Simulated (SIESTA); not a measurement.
# MoS2: band structure with PBEsol

MoS2, a slab with vacuum:

```
Mo S
1.0
     3.18402    0.00000    0.00000
    -1.59201    2.75744    0.00000
     0.00000    0.00000   28.38732
Mo S
3 6
Direct
  0.33333 0.66667 0.22816
  0.33333 0.66667 0.77184
  0.66667 0.33333 0.00000
  0.66667 0.33333 0.17349
  0.66667 0.33333 0.71719
  0.33333 0.66667 0.94533
  0.66667 0.33333 0.28281
  0.66667 0.33333 0.82651
  0.33333 0.66667 0.05467
```

| Property | Result |
| --- | --- |
| Program | SIESTA 5.4.2 |
| Task | band structure |
| Functional | PBEsol |
| Potentials or basis | PseudoDojo 0.4 standard (PBEsol files) |
| Basis | DZP (energy shift 0.003 Ry; two zetas on semicore shells) |
| Grid cutoff | 800 Ry |
| Energy shift | 0.003 Ry |
| k mesh | 10 × 10 × 1 |
| Occupations | fermi-dirac, width 0.05 eV |
| Spin | no spin polarisation |

```
Largest force           : 0.292 eV/Å
Band gap on the k mesh  : 1.30 eV, indirect (least direct gap 1.91 eV)
Band gap along the path : 1.16 eV, indirect (least direct gap 1.66 eV)
```

Forces in eV/Å, atoms in the order of the input:
```
Mo   0.000  0.000 -0.006
Mo   0.000  0.000  0.006
Mo   0.000  0.000  0.000
S    0.000  0.000 -0.292
S    0.000  0.000 -0.239
S    0.000  0.000 -0.291
S    0.000  0.000  0.239
S    0.000  0.000  0.292
S    0.000  0.000  0.291
```

Stress tensor (GPa, compression positive):
```
-0.93  0.00  0.00
 0.00 -0.93  0.00
 0.00  0.00  1.14
```

Levels at the corners of the path, in eV from the valence-band top:
```tsv
point	band 37	band 38	band 39	band 40	band 41	band 42
Γ	-0.64	-0.27	0.00	2.41	2.41	2.42
M	-1.15	-1.13	-1.10	1.73	1.73	1.73
K	-0.56	-0.53	-0.49	1.16	1.16	1.17
Γ	-0.64	-0.27	0.00	2.41	2.41	2.42
A	-0.64	-0.27	0.00	2.41	2.41	2.42
L	-1.15	-1.13	-1.10	1.73	1.73	1.73
H	-0.56	-0.53	-0.49	1.16	1.16	1.17
A	-0.64	-0.27	0.00	2.41	2.41	2.42
L	-1.15	-1.13	-1.10	1.73	1.73	1.73
M	-1.15	-1.13	-1.10	1.73	1.73	1.73
K	-0.56	-0.53	-0.49	1.16	1.16	1.17
H	-0.56	-0.53	-0.49	1.16	1.16	1.17
```

It took 2.6 min on 1 thread of Arm Neoverse V1 (shared host), peak memory 0.69 GiB.

Caveat: the basis of atomic orbitals isn't converged, which shifts pressures, moduli and gaps.
